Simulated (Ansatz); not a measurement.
# Ga on an Al site in AlAs

All numbers below come from DFT PBE, scalar-relativistic, plane waves, PAW in Ansatz. Settings: 420 eV cutoff, 2×2×2 k-mesh, shifted by half a step, Gaussian smearing of 0.01 eV, collinear spin in charge +1, -1 alone.

Host crystal, relaxed:

```yaml
crystal:
  lattice:
    - [0.00000, 2.86396, 2.86396]
    - [2.86396, 0.00000, 2.86396]
    - [2.86396, 2.86396, 0.00000]
  atoms:
    - { symbol: Al, position: [0.00000, 0.00000, 0.00000] }
    - { symbol: As, position: [0.75000, 0.75000, 0.75000] }
```

Supercell of 32 atoms, rows in host cell vectors: 1 1 -3; 1 1 1; 1 -3 1. Atoms relax at the host's cell from a start displaced at random by 0.05 Å near the defect, so other minima may exist. The cell is small, so energies carry finite-size errors of tenths of an eV. The host's Kohn–Sham gap is 1.50 eV. Atoms are taken from and returned to the elements' standard states. Charged cells are corrected for image charges with the computed static dielectric tensor (mean 11.6) and aligned with the host's potential at far atoms (alignment terms reach 0.14 eV; the program doubts the alignment in some charges, where it is up to 0.14 eV). No band-filling term is added, and the Fermi level counts from the host's valence band top.

Defect: Ga on an Al site at (0.000, 0.000, 0.000) of the host cell.

Question: What is the formation energy of the neutral defect?

Answer: 0.30 eV.

Question: Does the neutral defect carry a moment, and how do its surroundings relax?

Answer: The neutral run had no spin polarisation, so a moment wasn't tested. The nearest neighbours before are 4 As at 2.48 Å; after relaxation the atoms near the site are 4 As at 2.49 Å; the largest move is 0.01 Å.

Question: Charges +1, 0, -1 were computed. Which is stable where in the gap?

Answer: Among the charges computed the stable one is 0 at the valence band top and stays so across the gap. In charge +1, -1 the extra carrier would gain by moving to a band edge of the host, so it isn't bound in the gap. In charge +1, -1 the cell has partly filled bands: a level of the defect may be part filled, the carrier may sit in the host's bands, or levels may cross between the k points, so transitions that involve it are doubtful. Levels between neighbouring charges: (+1/0) -0.57 eV, (0/-1) 1.91 eV.